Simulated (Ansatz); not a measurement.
Runs of Ansatz 0.2.0 on SnSe. Symmetry: Fm-3m, No. 225, cubic system. Conventional cell: a = 6.020 Å, b = 6.020 Å, c = 6.020 Å, α = 90.00°, β = 90.00°, γ = 90.00°. Around Sn (site symmetry m-3m) lie 6 Se at 3.01 Å. Se (site symmetry m-3m) has 6 Sn at 3.01 Å as nearest neighbours. Measurements of this composition are mostly on another form, of space group No. 62.

| task | level | cell | k mesh | cutoff (eV) | smearing | gap on the mesh (eV) | pressure (GPa) |
| --- | --- | --- | --- | --- | --- | --- | --- |
| single point | PBEsol | as given | 8 × 8 × 8 | 190 | gaussian 0.1 eV | 0.65 | (a) |
| single point | RPBE | as given | 8 × 8 × 8 | 190 | gaussian 0.05 eV | 0.54 | 2.6 |
| relaxation of cell and atoms | RPBE+D4 | relaxed | 8 × 8 × 8 | - | fermi-dirac 0.05 eV | 0.71 | 0.0 |
| band structure | LDA | as given | 8 × 8 × 8 | 190 | fermi-dirac 0.05 eV | - | -3.4 |
| phonons | PBEsol | as given | 6 × 6 × 6 | 207 | fermi-dirac 0.05 eV | (b) | - |

Alike in all rows: potentials or basis all-electron LAPW, scalar-relativistic; no spin polarisation; basis error allowed 0.001 eV/atom.

**Question.** Estimate the missing entries.

**Answer.** (a) -1.9; (b) 0.64.

Caveats: spin-orbit coupling is left out, which moves the levels of the heavy elements; some modes are imaginary (some runs).

A k mesh can miss the band edges, and the runs leave out spin-orbit coupling on Se, Sn.

Runs at the PBE level aren't shown here.
